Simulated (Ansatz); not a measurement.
Runs of Ansatz 0.2.0 on TaN. Symmetry: Fm-3m, No. 225, cubic system. The conventional cell has a = 4.423 Å, b = 4.423 Å, c = 4.423 Å, α = 90.00°, β = 90.00°, γ = 90.00°. Ta (site symmetry m-3m) has 6 N at 2.21 Å as nearest neighbours. N (site symmetry m-3m) is surrounded by 6 Ta at 2.21 Å. The cell comes from a database or a generator and needn't be the stable form of this composition.

```tsv
level	share of exact exchange	gap on the mesh (eV)	pressure (GPa)
r2SCAN0 form with a typed share of exact exchange	0	none	-5.6
r2SCAN0	0.25	none	(a)
r2SCAN0 form with a typed share of exact exchange	0.35	none	-14.1
r2SCAN0 form with a typed share of exact exchange	0.5	none	-17.6
r2SCAN0 form with a typed share of exact exchange	0.15	none	(b)
```

Alike in all rows: task single point; potentials or basis Ansatz PAW; no spin polarisation; cell as given; k mesh 6 × 6 × 6; cutoff (eV) 500; smearing fermi-dirac 0.05 eV; the mesh is coarse, so values aren't converged.

Fill in the values left out.

(a) -11.7; (b) -9.3.

Caveats: all runs use coarse meshes; the PAW data sets come from PBE, with cores solved anew for the run's functional, which leaves a small shift of forces and pressure; the thresholds are loose for stress (some runs).

A k mesh can miss the band edges, and the runs leave out spin-orbit coupling on Ta.

A gap of «none» marks a metal or a gap under the smearing width.
